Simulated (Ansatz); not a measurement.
Crystal: MnO2.

```
Mn O
1.0
     2.85496    0.00000    0.00000
    -1.42748    2.47246    0.00000
     0.00000    0.00000   10.22174
Mn O
2 4
Direct
  0.00000 0.00000 0.50000
  0.00000 0.00000 0.00000
  0.66667 0.33333 0.40686
  0.66667 0.33333 0.09314
  0.33333 0.66667 0.59314
  0.33333 0.66667 0.90686
```

Measurements of this composition are mostly on another form, of space group No. 136.

Base run:

- Program: Ansatz 0.2.0
- Functional: PBEsol
- Potentials or basis: Ansatz PAW
- Cutoff: 420 eV (not typed: the program's choice for these potentials)
- k mesh: 9 × 9 × 3
- Occupations: fermi-dirac, width 0.05 eV
- Spin: collinear spin, ferromagnetic start
- Starting moments: [8.0, 8.0, 0.0, 0.0, 0.0, 0.0] μB
- Fixed moment: 16 μB

Its results: pressure 80.5 GPa; site moments Mn +3.84; O +1.32 μB; largest force 4.108 eV/Å.

Task: The run is repeated on the same cell with these changes: fixed moment from 16 μB to 8 μB; moments at the start from [8.0, 8.0, 0.0, 0.0, 0.0, 0.0] to [4.0, 4.0, 0.0, 0.0, 0.0, 0.0]. What comes out?

Result: Pressure 11.2 GPa; site moments Mn +2.78; O +0.33 μB; largest force 0.381 eV/Å.

Caveats: the total moment is fixed, so each spin has its own Fermi level; only a ferromagnetic start was run, and an antiferromagnetic order may lie lower in energy; the PAW data sets come from PBE, with cores solved anew for the run's functional, which leaves a small shift of forces and pressure; the thresholds are loose for stress; a pressure of tens of GPa on the cell as given is suspect, and the run, the potentials or the cell itself is likely at fault (some runs); forces of over 1 eV/Å show positions far from the minimum, so gaps and moduli don't describe the material at rest (some runs).
